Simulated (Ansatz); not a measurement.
F: computed DOS

```cif
data_structure
_symmetry_space_group_name_H-M 'Pm-3m'
_symmetry_Int_Tables_number 221
_cell_length_a 2.1941
_cell_length_b 2.1941
_cell_length_c 2.1941
_cell_angle_alpha 90.000
_cell_angle_beta 90.000
_cell_angle_gamma 90.000
_cell_volume 10.56
loop_
_atom_site_label
_atom_site_type_symbol
_atom_site_symmetry_multiplicity
_atom_site_Wyckoff_symbol
_atom_site_fract_x
_atom_site_fract_y
_atom_site_fract_z
_atom_site_occupancy
F1 F 1 a 0.00000 0.00000 0.00000 1
```

The runs use the primitive cell with vectors (2.194, 0.000, 0.000), (0.000, 2.194, 0.000), (0.000, 0.000, 2.194) Å, to which the k mesh refers.

The structure comes from a relaxation in the same program, started in the sc type, and has space group Pm-3m. Whether it is a known phase or the ground state wasn't checked.

The calculation used DFT, PBE, all-electron LAPW, scalar-relativistic (Ansatz 0.2.0).

Numerical set-up: a Γ-centred 15×15×15 k mesh, Fermi–Dirac smearing of 0.08 eV, basis error target 0.25 meV/atom, no spin polarisation.

States per eV and cell, averaged over 0.4 eV, from -4.6 to 0.8 eV, with energies (bin centres) from the Fermi level; empty bins are left out. 

```json
{"E (eV)": "-4.5", "total": "0.25"}
{"E (eV)": "-4.1", "total": "0.52"}
{"E (eV)": "-3.7", "total": "0.89"}
{"E (eV)": "-3.3", "total": "1.44"}
{"E (eV)": "-2.9", "total": "1.43"}
{"E (eV)": "-2.5", "total": "1.32"}
{"E (eV)": "-2.1", "total": "1.07"}
{"E (eV)": "-1.7", "total": "1.02"}
{"E (eV)": "-1.3", "total": "1.02"}
{"E (eV)": "-0.9", "total": "1.09"}
{"E (eV)": "-0.5", "total": "1.23"}
{"E (eV)": "-0.1", "total": "1.80"}
{"E (eV)": "0.3", "total": "1.69"}
{"E (eV)": "0.7", "total": "0.23"}
```
